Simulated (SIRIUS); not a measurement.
# SnO2 (Cassiterite) (P4_2/mnm) in SIRIUS: relaxation of the atoms with OPBE

Aim: the relaxation of the atoms of SnO2 (Cassiterite) with OPBE.

All numbers are computed with SIRIUS 7.12.0; they aren't measurements. Logs are shortened: lines on timing, memory, paths and dates and some standing lists are left out, and cuts for length are marked. The log counts tension as positive stress, the text compression.

**1. Starting point**

The structure is tetragonal, space group P4_2/mnm (No. 136). The conventional cell has a = 4.738 Å, b = 4.738 Å, c = 3.187 Å, α = 90.00°, β = 90.00°, γ = 90.00°. Sn (site symmetry mmm) is surrounded by 6 O at 2.05 to 2.06 Å. O (site symmetry m2m) is surrounded by 3 Sn at 2.05 to 2.06 Å.

**2. Relaxation of the atoms, OPBE**

run.py reads:

```python
import json, subprocess
import numpy as np
from ase import Atoms
from ase.io import read
from ase.calculators.calculator import Calculator, all_changes
from ase.units import Bohr, Hartree, GPa
from ase.optimize import LBFGS

class Sirius(Calculator):
    """Writes sirius.json, runs sirius.scf and reads out.json."""
    implemented_properties = ["energy", "free_energy", "forces", "stress", "magmom"]

    def __init__(self, config, files):
        super().__init__()
        self.config, self.files, self.calls = config, files, 0

    def calculate(self, atoms=None, properties=["energy"], system_changes=all_changes):
        super().calculate(atoms, properties, system_changes)
        symbols = atoms.get_chemical_symbols()
        types = list(dict.fromkeys(symbols))
        order = [i for t in types for i, s in enumerate(symbols) if s == t]
        frac = atoms.get_scaled_positions(wrap=False)
        m = atoms.get_initial_magnetic_moments()
        m = m if m.ndim == 2 else np.c_[0 * m, 0 * m, m]
        spin = self.config["parameters"]["num_mag_dims"] > 0
        rows = {t: [list(frac[i]) + (list(m[i]) if spin else []) for i in order if symbols[i] == t] for t in types}
        cell = {"lattice_vectors": (atoms.cell[:] / Bohr).tolist(), "atom_types": types, "atom_files": self.files, "atoms": rows}
        json.dump({**self.config, "unit_cell": cell}, open("sirius.json", "w"), indent=1)
        self.calls += 1
        with open(f"sirius_{self.calls:03d}.out", "w") as log:
            subprocess.run(["sirius.scf", "--input=sirius.json", "--output=out.json"], stdout=log, stderr=subprocess.STDOUT, check=True)
        gs = json.load(open("out.json"))["ground_state"]
        if not gs["converged"]:
            raise RuntimeError("SCF did not converge")
        self.results = {"energy": gs["energy"]["free"] * Hartree, "free_energy": gs["energy"]["free"] * Hartree}
        if "forces" in gs:
            f = np.zeros((len(atoms), 3))
            f[order] = np.array(gs["forces"]) * Hartree / Bohr
            self.results["forces"] = f
        if "stress" in gs:
            s = np.array(gs["stress"]) * Hartree / Bohr**3
            self.results["stress"] = s.flat[[0, 4, 8, 5, 2, 1]]
        if spin:
            self.results["magmom"] = gs["magnetisation"]["total"][2]

atoms = read("SnO2.xyz")

config = {
    "control": {
        "processing_unit": 'cpu',
        "verbosity": 1,
        "print_forces": True,
        "print_stress": True,
    },
    "parameters": {
        "electronic_structure_method": 'pseudopotential',
        "xc_functionals": ['XC_GGA_X_OPTX', 'XC_GGA_C_PBE'],
        "gk_cutoff": 9.6,
        "pw_cutoff": 19.2,
        "ngridk": [3, 3, 4],
        "shiftk": [0, 0, 0],
        "smearing": 'fermi_dirac',
        "smearing_width": 0.0073498644,
        "num_bands": 37,
        "num_mag_dims": 0,
        "num_dft_iter": 100,
        "energy_tol": 1e-08,
        "density_tol": 1e-06,
    },
    "iterative_solver": {
        "type": 'davidson',
        "min_tolerance": 1e-10,
    },
    "mixer": {
        "type": 'anderson',
        "beta": 0.7,
        "max_history": 8,
    },
    "settings": {
        "tol_ne": 1e-10,
    },
}
dft = Sirius(config, {'Sn': 'Sn.upf', 'O': 'O.upf'})
atoms.calc = dft
results = {"symbols": atoms.get_chemical_symbols(), "cell": atoms.cell[:].tolist(), "frac": atoms.get_scaled_positions(wrap=False).tolist(), "steps": []}

def note():
    results["steps"].append({"energy": atoms.get_potential_energy(), "cell": atoms.cell[:].tolist(), "positions": atoms.positions.tolist(),
                             "forces": atoms.get_forces().tolist(), "stress": atoms.get_stress().tolist()})
    json.dump(results, open("results.json", "w"))

opt = LBFGS(atoms)
opt.attach(note)
results["converged"] = bool(opt.run(fmax=0.01, steps=30))
print("converged:", results["converged"])
print(atoms.get_scaled_positions().round(6))
json.dump(results, open("results.json", "w"))
```

SnO2.xyz reads:

```xyz
6
Lattice="4.7380000000 0.0000000000 0.0000000000 0.0000000000 4.7380000000 0.0000000000 0.0000000000 0.0000000000 3.1865000000" Properties=species:S:1:pos:R:3 pbc="T T T"
Sn     2.3690000000      2.3690000000      1.5932500000
Sn     0.0000000000      0.0000000000      0.0000000000
O      3.8240398000      0.9139602000      1.5932500000
O      3.2829602000      3.2829602000      0.0000000000
O      0.9139602000      3.8240398000      1.5932500000
O      1.4550398000      1.4550398000      0.0000000000
```

Potentials or basis: in-house norm-conserving set, PBE (scalar relativistic).

Launch:

```bash
$ OMP_NUM_THREADS=1 python run.py
```

Output:

```text
Step          Energy          fmax
LBFGS:    0    -6312.984058        0.106742
LBFGS:    1    -6312.984604        0.072239
LBFGS:    2    -6312.985066        0.000321
converged: True
[[0.5      0.5      0.5     ]
 [0.       0.       0.      ]
 [0.806396 0.193604 0.5     ]
 [0.693604 0.693604 0.      ]
 [0.193604 0.806396 0.5     ]
 [0.306396 0.306396 0.      ]]
```

sirius_001.out:

```text
[... set-up lines left out ...]
[ground_state]     0.000000   -0.000000-13135.779492
[ground_state] === stress_core ===
[ground_state] 22177.829309    0.000000    0.000000
[ground_state]     0.00000022177.829309    0.000000
[ground_state]     0.000000    0.00000022167.324815
[ground_state] === stress_nonloc ===
[ground_state] 43127.275871    0.000000    0.000000
[ground_state]     0.00000043127.275871   -0.000000
[ground_state]     0.000000   -0.00000042827.314117
[ground_state] === stress_us_nl ===
[ground_state] 43127.275871    0.000000    0.000000
[ground_state]     0.00000043127.275871   -0.000000
[ground_state]     0.000000   -0.00000042827.314117
[ground_state] === stress_total ===
[ground_state]   -36.851506    0.000000    0.000000
[ground_state]     0.000000  -36.851506    0.000000
[ground_state]     0.000000    0.000000  -29.129777
[ground_state] ==== total Forces in Ha/bohr =====
[ground_state] atom:    0, force:       0.0000000      0.0000000      0.0000000
[ground_state] atom:    1, force:       0.0000000      0.0000000      0.0000000
[ground_state] atom:    2, force:      -0.0014678      0.0014678     -0.0000000
[ground_state] atom:    3, force:       0.0014678      0.0014678     -0.0000000
[ground_state] atom:    4, force:       0.0014678     -0.0014678      0.0000000
[ground_state] atom:    5, force:      -0.0014678     -0.0014678      0.0000000
```

sirius_003.out:

```text
[... set-up lines left out ...]
[ground_state]     0.000000   -0.000000-13135.502544
[ground_state] === stress_core ===
[ground_state] 22177.755315    0.000000   -0.000000
[ground_state]     0.00000022177.755315    0.000000
[ground_state]    -0.000000    0.00000022167.234600
[ground_state] === stress_nonloc ===
[ground_state] 43124.236703    0.000000    0.000000
[ground_state]     0.00000043124.236703   -0.000000
[ground_state]     0.000000   -0.00000042831.412224
[ground_state] === stress_us_nl ===
[ground_state] 43124.236703    0.000000    0.000000
[ground_state]     0.00000043124.236703   -0.000000
[ground_state]     0.000000   -0.00000042831.412224
[ground_state] === stress_total ===
[ground_state]   -35.857136    0.000000    0.000000
[ground_state]     0.000000  -35.857136   -0.000000
[ground_state]     0.000000   -0.000000  -26.199519
[ground_state] ==== total Forces in Ha/bohr =====
[ground_state] atom:    0, force:       0.0000000      0.0000000      0.0000000
[ground_state] atom:    1, force:       0.0000000      0.0000000      0.0000000
[ground_state] atom:    2, force:      -0.0000044      0.0000044      0.0000000
[ground_state] atom:    3, force:       0.0000044      0.0000044      0.0000000
[ground_state] atom:    4, force:       0.0000044     -0.0000044     -0.0000000
[ground_state] atom:    5, force:      -0.0000044     -0.0000044     -0.0000000
```

Wall time 3.3 min (1 thread of Intel Xeon 6975P-C (Granite Rapids), shared host); peak memory 0.43 GiB.

Results:

| Property | Result |
| --- | --- |
| Free energy | -6312.9851 eV |
| Energy gained by relaxing | 0.2 meV/atom |
| Ionic steps | 3 |
| Pressure after relaxing | 3.3 GPa |
| Band gap on the k mesh | 1.56 eV |

Stress tensor (GPa, compression positive):
```
3.59 0.00 0.00
0.00 3.59 0.00
0.00 0.00 2.62
```

Step by step:
| step | energy change (eV) | largest force (eV/Å) | pressure (GPa) |
| --- | --- | --- | --- |
| 1 | 0.0000 | 0.1067 | 3.43 |
| 2 | -0.0005 | 0.0722 | 3.37 |
| 3 | -0.0010 | 0.0003 | 3.26 |

Final structure:
```
Sn O
1.0
     4.73800    0.00000    0.00000
     0.00000    4.73800    0.00000
     0.00000    0.00000    3.18650
Sn O
2 4
Direct
  0.50000 0.50000 0.50000
  0.00000 0.00000 0.00000
  0.80640 0.19360 0.50000
  0.69360 0.69360 0.00000
  0.19360 0.80640 0.50000
  0.30640 0.30640 0.00000
```

Caveat: the k mesh is coarse (spacing up to 0.49 Å⁻¹), so the values aren't converged; the potentials were made for another functional, which shifts forces and pressure; spin-orbit coupling is left out, which moves the levels of the heavy elements; an odd mesh through Γ misses points on the zone boundary, where band edges often lie.
